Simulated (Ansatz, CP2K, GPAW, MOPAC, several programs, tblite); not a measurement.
# PbS from cheap methods to r2SCAN

Aim: run PbS through methods of unlike cost and see what each gets, and at what price.

Method: no spin polarisation, static lattice; gaps from single points on the cell relaxed beforehand with r²SCAN+rVV10, in MOPAC, tblite, CP2K, GPAW, Ansatz (versions at each run).

### 1 Starting point

It takes space group C2/m (No. 12, monoclinic). The conventional cell has a = 5.929 Å, b = 5.929 Å, c = 22.259 Å, α = 90.00°, β = 95.38°, γ = 90.00°. Around Pb (site symmetry m) lie 5 S at 2.66 to 2.97 Å. Around S (site symmetry m) lie 5 Pb at 2.66 to 2.97 Å.

Structure file:

```cif
data_structure
_symmetry_space_group_name_H-M 'P 1'
_symmetry_Int_Tables_number 1
_cell_length_a 4.1927
_cell_length_b 4.1927
_cell_length_c 22.2592
_cell_angle_alpha 93.799
_cell_angle_beta 93.799
_cell_angle_gamma 90.000
_cell_volume 389.57
loop_
_atom_site_label
_atom_site_type_symbol
_atom_site_fract_x
_atom_site_fract_y
_atom_site_fract_z
_atom_site_occupancy
Pb1 Pb 0.73732 0.71713 0.93524 1
Pb2 Pb 0.28287 0.26268 0.06476 1
S1 S 0.24081 0.22040 0.94488 1
S2 S 0.77960 0.75919 0.05512 1
```

The structure type (database structure) is imposed and need not be the compound's stable one.

**Question.** The methods are PM6, PM7, GFN1-xTB (tblite), GFN2-xTB (tblite), PBE/DZVP, PBE/single-zeta, PBE/SZV, coarse PBE, GLLB-SC, PBE, r2SCAN. What gap does r2SCAN give on this cell, and which other methods (full PBE left aside) come nearest to r2SCAN and farthest in gap?

```
                                      quantity                                         value
                                        r2SCAN                                   gap 2.10 eV
gap: nearest and farthest of the other methods  GFN1-xTB (tblite) (+0.17 eV), PM7 (+5.11 eV)
```

**Reading.** For the gap, of the 9 methods compared (full PBE left aside), GFN1-xTB (tblite) comes nearest to r2SCAN and PM7 is farthest. A minimal basis or a coarse cutoff and mesh shifts results by its own error, so closeness to r2SCAN can be chance. Cluster runs see only the k-points that fold onto the zone centre, so their gaps can miss the band edges. GLLB-SC is compared with its derivative discontinuity added. No r2SCAN modulus is at hand, so moduli aren't ranked. CPU times run from 0.65 s (GFN1-xTB (tblite)) to 2.1 min (GLLB-SC). On this cell GLLB-SC cost more than r2SCAN itself (57 s), so it is no saving here. r2SCAN is a yardstick, not the truth: it usually gives gaps below the measured ones. Spin-orbit coupling is left out throughout.
